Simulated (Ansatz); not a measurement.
# SnTe (F-43m): following an unstable mode, part 2 of 3

Which phase does SnTe (F-43m) fall into along its unstable mode, and how much energy does it gain?

Ansatz 0.2.0; DFT PBEsol, scalar-relativistic, plane waves, PAW; PAW set soft_1.

So far, highest frequency on the path or at a solved wavevector (cm⁻¹): step 2 (response at finite wavevector) 120. Also lowest frequency on the path (cm⁻¹): step 2 -37.4.

## 4. The mode frozen in, largest atomic shift 0.32 Å

The atoms are moved along the unstable eigenvector, the largest shift by 0.32 Å, with the cell fixed.

Input file input.yaml:

```yaml
crystal:
  lattice:
    - [0.0, -3.5416960247, -3.5416960247]
    - [0.0, 3.5416960247, -3.5416960247]
    - [7.0833920494, 0.0, 0.0]
  atoms:
    - { symbol: Sn, position: [0.5184798783, 0.4845617594, 0.5] }
    - { symbol: Sn, position: [-0.0184798783, 0.0154382406, 0.0] }
    - { symbol: Te, position: [0.0490305516, 0.5409605216, 0.25] }
    - { symbol: Te, position: [0.4509694484, -0.0409605216, 0.75] }
kpoints:
  mp_grid: { grid: [8, 8, 6] }
hamiltonian:
  xc: pbesol
  pseudopotentials: { kind: paw, azcp: { folder: soft_1 }, xc_functional: pbe }
scf:
  occupations: { method: methfessel_paxton, width: 0.2 }
output:
  forces: true
  stress: true
  eigenvalues: true
  write_density: true
  write_potential: true
  elf: true
  volumetric_format: npy
```

Run with:

```console
> ansatz run input.yaml --threads 4 --pin off --max-ram 10240MiB --backend cpu --events-out ev --progress --plain --runs-dir out
```

Numbers of over 12 decimals in the logs are rounded to 6 here.

Output:

```text
[...]
Crystal: 4 atoms, lattice volume = 177.703 Å³
Basis set: ecut = 420 eV, 3531 PW (Γ), exchange–correlation on 72×72×96 points (8 copies of the dense FFT grid, shifted against one another)
Bands: 36, of which v1, the nominal top of the filled ones, is band 30 counted from 1 (29 counted from 0)
Symmetry: 2 space group operations
[...]
k-points: 136 of 384 (time reversal used)
[...]
k-point 0: bands = [... 26 lower, 3.4021, 3.4939, 3.5555, 4.5400, 5.4450, 6.3628, 6.3902, 6.7197, ... 2 higher]
  k-point 1: bands = [... 26 lower, 3.2799, 3.3446, 3.7659, 4.5815, 5.4699, 6.2068, 6.5851, 6.9392, ... 2 higher]
  k-point 2: bands = [... 26 lower, 2.9867, 3.0289, 4.1991, 4.6281, 5.5469, 5.9092, 7.1152, 7.4302, ... 2 higher]
  k-point 135: bands = [... 26 lower, 1.9719, 1.9719, 5.3839, 5.3839, 6.8273, 6.8273, 7.7628, 7.7628, ... 2 higher]
[key lines of the parts left out:]
SCF converged after 10 iterations
Free energy (F): -25702.619487 eV
Fermi energy:    5.426471 eV
P = ⅓ Tr σ = -0.3069 GPa (-3.069 kbar)
```

The job ended after 15 s (4 threads of Intel Xeon 6975P-C (Granite Rapids), shared host; peak memory 0.89 GiB).

This step gave:

- pressure: -0.3069 GPa
- energy from the undistorted cell: -7.788 meV/atom

The energy, extrapolated to zero smearing, is -7.79 meV/atom against the undistorted cell.

The run ends at a pressure of -0.31 GPa, with forces up to 0.13 eV/Å.

## 5. Energy along the mode, all amplitudes (two of the runs are shown above)

An imaginary frequency means negative curvature, so the energy should fall and then rise again as anharmonic terms take over.

Numbers from this step:

* depth at the lowest point sampled: 7.788 meV/atom
* largest atomic shift at that point: 0.32 Å

Energy from the parent against largest atomic shift:

```csv
largest atomic shift (Å),energy from the parent (meV/atom)
0.000,0
0.040,-0.26
0.080,-1.00
0.140,-2.79
0.220,-5.54
0.320,-7.79
0.450,-5.72
0.600,7.89
```

Displacement at unit largest shift by atom:

```csv
atom,x (Å),y (Å),z (Å),size
Sn1,0.000,-0.375,-0.034,0.377
Sn2,0.000,0.375,0.034,0.377
Te3,0.000,-0.089,-0.996,1.000
Te4,0.000,0.089,0.996,1.000
```

The lowest of the steps tried is at 0.32 Å, 7.79 meV/atom below the parent; the bottom of the well need not coincide with a step.

## 6. Relaxing from the distorted cell

Starting from the lowest point found, all atoms and the cell are let go, so that strain and other modes of the same symmetry can join in.

Changes to input.yaml since step 4:

```diff
@@ -21,5 +21,6 @@
   eigenvalues: true
-  write_density: true
-  write_potential: true
-  elf: true
-  volumetric_format: npy
+relax:
+  adjacent_minimum: "off"
+  f_tol: 0.002
+  max_steps: 120
+  cell: { stress_tol: 0.03 }
```

Output:

```text
[...]
Crystal: 4 atoms, lattice volume = 177.703 Å³
Basis set: ecut = 420 eV, 3531 PW (Γ), exchange–correlation on 72×72×96 points (8 copies of the dense FFT grid, shifted against one another)
Bands: 36, of which v1, the nominal top of the filled ones, is band 30 counted from 1 (29 counted from 0)
Symmetry: 2 space group operations
[...]
k-points: 136 of 384 (time reversal used)
[...]
SCF iter   1: F=—  HF=-25702.717273 eV  |F-HF|=—  |Δ(HF+E_count)|=         —  Δρ=1.23e-2  dr2=4.63e-1  ethr=3.10e-3  ⟨swp⟩=7.2  Hψ=20298  notcnv=0
[...]
SCF iter  10: F=-25702.619487 eV  HF=-25702.619487 eV  |F-HF|=3.02e-8  |Δ(HF+E_count)|=   1.29e-7  S|Δr|=    0.00e0  Δρ=2.38e-6  dr2=2.22e-8  ethr=1.67e-10  ⟨swp⟩=4.9  Hψ=15563  notcnv=0
SCF 1 converged in 10 iterations: F = -25702.619487 eV  dr2 = 2.22e-8
[...]
relax step   1: F+E_penalty+E_count = -25702.61948739 eV  Δ(F+E_penalty+E_count) = +0.000e0 eV  max|allowed force component| = 1.249e-1 eV/Å  Δτ_max = 0.0000 Å  P = -0.307 GPa  Ω = 177.703 Å³  (10 SCF iters, dr2 threshold 1.00e-7 eV, accepted)
Crystal: 4 atoms, lattice volume = 174.022 Å³
Basis set: ecut = 420 eV, 3415 PW (Γ), exchange–correlation on 72×72×96 points (8 copies of the dense FFT grid, shifted against one another)
[...]
SCF iter   5: F=-25702.649812 eV  HF=-25702.649812 eV  |F-HF|=2.62e-8  |Δ(HF+E_count)|=   2.01e-7  S|Δr|=    0.00e0  Δρ=1.36e-5  dr2=3.67e-7  ethr=6.67e-10  ⟨swp⟩=5.8  Hψ=27276  notcnv=0
SCF 2 converged in 5 iterations: F = -25702.649812 eV  dr2 = 3.67e-7
relax step   2: F+E_penalty+E_count = -25702.64981213 eV  Δ(F+E_penalty+E_count) = -3.032e-2 eV  max|allowed force component| = 5.609e-2 eV/Å  Δτ_max = 0.0890 Å  P = -0.205 GPa  Ω = 174.022 Å³  energy of the carried Pulay correction = +3.161e-4 eV  (5 SCF iters, dr2 threshold 4.00e-7 eV, accepted)
Crystal: 4 atoms, lattice volume = 167.563 Å³
Basis set: ecut = 420 eV, 3245 PW (Γ), exchange–correlation on 72×72×96 points (8 copies of the dense FFT grid, shifted against one another)
[...]
SCF iter   7: F=-25702.726946 eV  HF=-25702.726946 eV  |F-HF|=2.76e-7  |Δ(HF+E_count)|=   1.60e-6  S|Δr|=    0.00e0  Δρ=8.34e-6  dr2=2.28e-7  ethr=6.67e-10  ⟨swp⟩=7.1  Hψ=22106  notcnv=0
SCF 3 converged in 7 iterations: F = -25702.726946 eV  dr2 = 2.28e-7
relax step   3: F+E_penalty+E_count = -25702.72694644 eV  Δ(F+E_penalty+E_count) = -7.713e-2 eV  max|allowed force component| = 1.037e-1 eV/Å  Δτ_max = 0.1373 Å  P = -0.181 GPa  Ω = 167.563 Å³  energy of the carried Pulay correction = +8.984e-4 eV  (7 SCF iters, dr2 threshold 4.00e-7 eV, accepted)
[... from here on, the SCF cycles and remarks between the steps are left out ...]
relax step   4: F+E_penalty+E_count = -25702.83611382 eV  Δ(F+E_penalty+E_count) = -1.092e-1 eV  max|allowed force component| = 9.464e-2 eV/Å  Δτ_max = 0.1188 Å  P = -0.387 GPa  Ω = 161.820 Å³  energy of the carried Pulay correction = +1.449e-3 eV  (7 SCF iters, dr2 threshold 4.00e-7 eV, accepted)
relax step   5: F+E_penalty+E_count = -25702.95789368 eV  Δ(F+E_penalty+E_count) = -1.218e-1 eV  max|allowed force component| = 2.777e-1 eV/Å  Δτ_max = 0.1070 Å  P = -0.394 GPa  Ω = 155.501 Å³  energy of the carried Pulay correction = +2.093e-3 eV  (6 SCF iters, dr2 threshold 4.00e-7 eV, accepted)
relax step   6: F+E_penalty+E_count = -25703.11698799 eV  Δ(F+E_penalty+E_count) = -1.591e-1 eV  max|allowed force component| = 2.771e-1 eV/Å  Δτ_max = 0.1290 Å  P = -0.259 GPa  Ω = 148.583 Å³  energy of the carried Pulay correction = +2.850e-3 eV  (6 SCF iters, dr2 threshold 4.00e-7 eV, accepted)
relax step   7: F+E_penalty+E_count = -25703.28257004 eV  Δ(F+E_penalty+E_count) = -1.656e-1 eV  max|allowed force component| = 3.762e-1 eV/Å  Δτ_max = 0.1685 Å  P = -0.171 GPa  Ω = 141.767 Å³  energy of the carried Pulay correction = +3.656e-3 eV  (6 SCF iters, dr2 threshold 4.00e-7 eV, accepted)
relax step   8: F+E_penalty+E_count = -25703.41445001 eV  Δ(F+E_penalty+E_count) = -1.319e-1 eV  max|allowed force component| = 1.612e-1 eV/Å  Δτ_max = 0.1950 Å  P = -0.048 GPa  Ω = 136.756 Å³  energy of the carried Pulay correction = +4.291e-3 eV  (6 SCF iters, dr2 threshold 4.00e-7 eV, accepted)
relax step   9: F+E_penalty+E_count = -25703.48591031 eV  Δ(F+E_penalty+E_count) = -7.146e-2 eV  max|allowed force component| = 4.960e-1 eV/Å  Δτ_max = 0.1762 Å  P = +1.469 GPa  Ω = 130.563 Å³  energy of the carried Pulay correction = +5.131e-3 eV  (6 SCF iters, dr2 threshold 4.00e-7 eV, accepted)
relax step  10: F+E_penalty+E_count = -25703.64254596 eV  Δ(F+E_penalty+E_count) = -1.566e-1 eV  max|allowed force component| = 2.051e-1 eV/Å  Δτ_max = 0.1941 Å  P = -0.747 GPa  Ω = 133.240 Å³  energy of the carried Pulay correction = +4.760e-3 eV  (7 SCF iters, dr2 threshold 4.00e-7 eV, accepted)
relax step  11: F+E_penalty+E_count = -25703.72947694 eV  Δ(F+E_penalty+E_count) = -8.693e-2 eV  max|allowed force component| = 1.596e-1 eV/Å  Δτ_max = 0.1953 Å  P = +0.178 GPa  Ω = 127.481 Å³  energy of the carried Pulay correction = +5.575e-3 eV  (5 SCF iters, dr2 threshold 4.00e-7 eV, accepted)
relax step  12: F+E_penalty+E_count = -25703.78158637 eV  Δ(F+E_penalty+E_count) = -5.211e-2 eV  max|allowed force component| = 2.719e-2 eV/Å  Δτ_max = 0.1774 Å  P = -0.268 GPa  Ω = 127.385 Å³  energy of the carried Pulay correction = +5.589e-3 eV  (6 SCF iters, dr2 threshold 4.00e-7 eV, accepted)
relax step  13: F+E_penalty+E_count = -25703.78444316 eV  Δ(F+E_penalty+E_count) = -2.857e-3 eV  max|allowed force component| = 4.967e-3 eV/Å  Δτ_max = 0.0348 Å  P = -0.062 GPa  Ω = 126.667 Å³  energy of the carried Pulay correction = +5.695e-3 eV  (5 SCF iters, dr2 threshold 3.02e-7 eV, accepted)
relax step  14: F+E_penalty+E_count = -25703.78475958 eV  Δ(F+E_penalty+E_count) = -3.164e-4 eV  max|allowed force component| = 1.367e-3 eV/Å  Δτ_max = 0.0163 Å  P = -0.003 GPa  Ω = 126.408 Å³  energy of the carried Pulay correction = +5.733e-3 eV  (6 SCF iters, dr2 threshold 1.46e-8 eV, accepted)
relax step  15: F+E_penalty+E_count = -25703.78478883 eV  Δ(F+E_penalty+E_count) = -2.924e-5 eV  max|allowed force component| = 2.302e-3 eV/Å  Δτ_max = 0.0073 Å  P = +0.014 GPa  Ω = 126.353 Å³  energy of the carried Pulay correction = +5.742e-3 eV  (7 SCF iters, accepted)
relax step  16: F+E_penalty+E_count = -25703.78478630 eV  Δ(F+E_penalty+E_count) = +2.532e-6 eV  max|allowed force component| = 4.431e-5 eV/Å  Δτ_max = 0.0016 Å  P = -0.006 GPa  Ω = 126.401 Å³  energy of the carried Pulay correction = +5.734e-3 eV  (5 SCF iters, dr2 threshold 3.31e-10 eV, accepted)
Basis set: ecut = 420 eV, 2457 PW (Γ), exchange–correlation on 60×60×108 points (8 copies of the dense FFT grid, shifted against one another)
[...]
SCF iter   5: F=-25703.784191 eV  HF=-25703.784191 eV  |F-HF|=7.28e-12  |Δ(HF+E_count)|=  2.91e-11  S|Δr|=    0.00e0  Δρ=1.04e-7  dr2=7.32e-12  ethr=1.00e-12  ⟨swp⟩=6.6  Hψ=29404  notcnv=0
SCF 17 converged in 5 iterations: F = -25703.784191 eV  dr2 = 7.32e-12
relax step  17: F+E_penalty+E_count = -25703.78419102 eV  Δ(F+E_penalty+E_count) = +5.953e-4 eV  max|allowed force component| = 5.453e-5 eV/Å  Δτ_max = 0.0000 Å  P = -0.018 GPa  Ω = 126.401 Å³  stress off target by 2.73e-2 GPa  SCF on the basis re-selected at this cell (its energy is not comparable with the rows above)  (5 SCF iters)
basis re-selected at this cell: Δ(F+E_penalty+E_count) = +5.953e-4 eV, ΔP = -0.013 GPa vs the last step (what re-selecting the basis moved, of the pressure what is left beyond the Pulay correction that the steps carried, after the strain that the cell walked since its last selection, with what the two solves' SCF thresholds leave and, on support functions, any second-order correction that the steps lacked; it is no measure of the basis error at this ecutwfc). The dense FFT grid was sized anew with the basis: this SCF ran on 30×30×54 points, the steps before it on 36×36×48, so part of this shift can come from that change (see relax.cell in the input reference). [rest of the remark cut]
SCF converged after 5 iterations
[...]
Free energy (F): -25703.784191 eV
[...]
Internal energy: -25703.784963 eV  (E = F + TS)
E sigma→0 (E₀):  -25703.784384 eV
Entropy (-TS):   0.000772 eV (0.193 meV/atom)
Fermi energy:    9.363591 eV
[...]
--- Forces (eV/Å), atoms counted from 1 ---
  atom   1  Sn    -0.00003845    -0.00002265    -0.00000386
  atom   2  Sn    -0.00003845     0.00002265     0.00000386
  atom   3  Te     0.00003844    -0.00004436    -0.00005453
  atom   4  Te     0.00003844     0.00004436     0.00005453
  max |Σ_I F_I| component: 2.89e-8 eV/Å
--- Stress (GPa, compression-positive) ---
       -0.011483      -0.000000      -0.000000
       -0.000000      -0.027264       0.000438
       -0.000000       0.000438      -0.015848
  P = ⅓ Tr σ = -0.0182 GPa (-0.182 kbar)
--- Band table (eV; the first three rows and the last of 136) ---
  k-point 0: bands = [... 26 lower, 7.5144, 7.9753, 7.9774, 9.4268, 10.3860, 11.1173, 11.1205, 11.5684, ... 2 higher]
  k-point 1: bands = [... 26 lower, 7.5449, 7.9447, 7.9469, 9.1737, 10.6472, 11.1127, 11.1157, 11.5019, ... 2 higher]
  k-point 2: bands = [... 26 lower, 7.6292, 7.8597, 7.8623, 8.6997, 11.1290, 11.1314, 11.1434, 11.3523, ... 2 higher]
  k-point 135: bands = [... 26 lower, 6.3750, 6.3750, 6.6333, 6.6333, 10.8912, 10.8912, 11.8996, 11.8996, ... 2 higher]
--- Relaxed structure (16 steps of the walk, 16 accepted, 1 SCFs on fresh bases) ---
  F+E_penalty+E_count = -25703.78419102 eV   max|allowed force component| = 5.453e-5 eV/Å   (the final SCF, on the basis selected at the relaxed cell)
  cell:  # Å, volume = 126.4012 Å³
    - [0.0, -2.165933, -3.749887]
    - [0.0, 2.166058, -3.750011]
    - [7.781055, 0.0, 0.0]
  atoms:
    - { symbol: Sn, position: [0.749996, 0.250003, 0.500034] }
    - { symbol: Sn, position: [-0.249996, 0.249997, 3.36442025316232e-5] }
    - { symbol: Te, position: [0.083384, 0.583413, 0.249966] }
    - { symbol: Te, position: [0.416616, -0.083413, 0.749966] }
```

It took 2.7 min on 4 threads; peak memory 0.97 GiB; 10 min of CPU time.

Step by step:

```csv
step,energy less that of the first step (eV),largest force component (eV/Å),pressure (GPa),volume (Å³)
1,0.0000,0.1249,-0.31,177.70
2,-0.0303,0.0561,-0.20,174.02
3,-0.1075,0.1037,-0.18,167.56
4,-0.2166,0.0946,-0.39,161.82
5,-0.3384,0.2777,-0.39,155.50
6,-0.4975,0.2771,-0.26,148.58
7,-0.6631,0.3762,-0.17,141.77
8,-0.7950,0.1612,-0.05,136.76
9,-0.8664,0.4960,1.47,130.56
10,-1.0231,0.2051,-0.75,133.24
11,-1.1100,0.1596,0.18,127.48
12,-1.1621,0.0272,-0.27,127.38
13,-1.1650,0.0050,-0.06,126.67
14,-1.1653,0.0014,0.00,126.41
15,-1.1653,0.0023,0.01,126.35
16,-1.1653,0.0000,-0.01,126.40
17*,-1.1647,0.0001,-0.02,126.40
```

Relaxation steps marked * repeat the geometry before them on a plane-wave basis chosen anew for their cell, so energy and pressure can jump there.

Forces are held to the 2 operations that the run works with; a distortion that breaks them can't arise in this run.

```csv
cell as run,before,after,change
a (Å),5.009,4.330,-13.5 %
b (Å),5.009,4.331,-13.5 %
c (Å),7.083,7.781,+9.8 %
γ (°),90.00,60.02,-33.3 %
volume (Å³/atom),44.43,31.60,-28.9 %
```

The atoms that moved most (Å, as changes of fractional coordinates times the final cell):

```csv
atom,dx,dy,dz,length
Sn2,0.000,1.010,-0.011,1.010
Sn1,0.000,-1.010,0.011,1.010
Te4,0.000,-0.018,0.288,0.289
Te3,0.000,0.018,-0.288,0.289
```

Numbers from this step:

```yaml
pressure: -0.01820 GPa
volume_per_atom: 31.60 Å³
```

The distorted start has space group P2_1; the relaxation ends in P6_3/mmc.

## 7. The new phase in its own primitive cell

The relaxed structure is symmetrised, reduced to its primitive cell and relaxed tightly, as its phonons need.

input.yaml, the sections that differ from step 6:

```yaml
crystal:
  lattice:
    - [4.3305488141, 0.0, 0.0]
    - [-2.1652744071, 3.7503652854, 0.0]
    - [0.0, 0.0, 7.7810546589]
  atoms:
    - { symbol: Sn, position: [0.0, 0.0, 0.5] }
    - { symbol: Sn, position: [0.0, 0.0, 0.0] }
    - { symbol: Te, position: [0.6666666667, 0.3333333333, 0.25] }
    - { symbol: Te, position: [0.3333333333, 0.6666666667, 0.75] }
kpoints:
  mp_grid: { grid: [12, 12, 6] }
relax:
  adjacent_minimum: "off"
  f_tol: 0.001
  max_steps: 60
  cell: { stress_tol: 0.01 }
# hamiltonian, scf, output: as in step 6
```

Output:

```text
[...]
Crystal: 4 atoms, lattice volume = 126.373 Å³
Basis set: ecut = 420 eV, 2457 PW (Γ), exchange–correlation on 60×60×108 points (8 copies of the dense FFT grid, shifted against one another)
Bands: 36, of which v1, the nominal top of the filled ones, is band 30 counted from 1 (29 counted from 0)
Symmetry: 24 space group operations
[...]
k-points: 76 of 864
[...]
--- Relaxed structure (5 steps of the walk, 5 accepted, 1 SCFs on fresh bases) ---
[...]
cell:  # Å, volume = 125.8317 Å³
    - [4.304187, 2.8691761154777175e-11, 0.0]
    - [-2.152094, 3.727536, 0.0]
    - [0.0, 0.0, 7.842905]
  atoms:
    - { symbol: Sn, position: [0, 0, 0.500000] }
    - { symbol: Sn, position: [0, 0, 0.0] }
    - { symbol: Te, position: [0.666667, 0.333333, 0.250000] }
    - { symbol: Te, position: [0.333333, 0.666667, 0.750000] }
[key lines of the parts left out:]
SCF converged after 7 iterations
Free energy (F): -25703.782404 eV
Fermi energy:    9.456706 eV
P = ⅓ Tr σ = 0.0002 GPa (0.002 kbar)
```

Run time: 13 s. Hardware: 4 threads; peak memory 0.64 GiB.

Relaxation path:

```csv
step,energy less that of the first step (eV),largest force component (eV/Å),pressure (GPa),volume (Å³)
1,0.0000,0.0000,-0.04,126.37
2,-0.0008,0.0000,-0.01,126.10
3,-0.0012,0.0000,-0.01,125.85
4,-0.0012,0.0000,0.01,125.80
5,-0.0012,0.0000,0.00,125.83
6*,-0.0011,0.0000,0.00,125.83
```

Relaxation steps marked * repeat the geometry before them on a plane-wave basis chosen anew for their cell, so energy and pressure can jump there.

Forces are held to the 24 operations that the run works with; a distortion that breaks them can't arise in this run.

```csv
"conventional cell, symmetrised",before,after,change
a (Å),4.331,4.304,-0.6 %
b (Å),4.331,4.304,-0.6 %
c (Å),7.781,7.843,+0.8 %
volume (Å³/atom),31.59,31.46,-0.4 %
```

The relaxed structure:

```cif
data_structure
_symmetry_space_group_name_H-M 'P 1'
_symmetry_Int_Tables_number 1
_cell_length_a 4.3042
_cell_length_b 4.3042
_cell_length_c 7.8429
_cell_angle_alpha 90.000
_cell_angle_beta 90.000
_cell_angle_gamma 120.000
_cell_volume 125.83
loop_
_atom_site_label
_atom_site_type_symbol
_atom_site_fract_x
_atom_site_fract_y
_atom_site_fract_z
_atom_site_occupancy
Sn1 Sn 0.00000 0.00000 0.50000 1
Sn2 Sn 0.00000 0.00000 0.00000 1
Te3 Te 0.66667 0.33333 0.25000 1
Te4 Te 0.33333 0.66667 0.75000 1
```

This step gave:

* pressure: 2.07e-4 GPa
* volume per atom: 31.46 Å³

The forces vanish by symmetry and the pressure is 0.000 GPa, within the tolerances set. The cell now holds 31.46 Å³/atom.

(Continued in part 3 of 3.)

[Logs are printed without paths, hosts, clocks, repeated set-up lines and the standing remarks that a program may print on its own settings, such as how far it seeks lower states.]

[Hosts, paths, dates, database ids (printed as entryN), source tags and the programs' standing remarks are cut or masked in the printed files.]
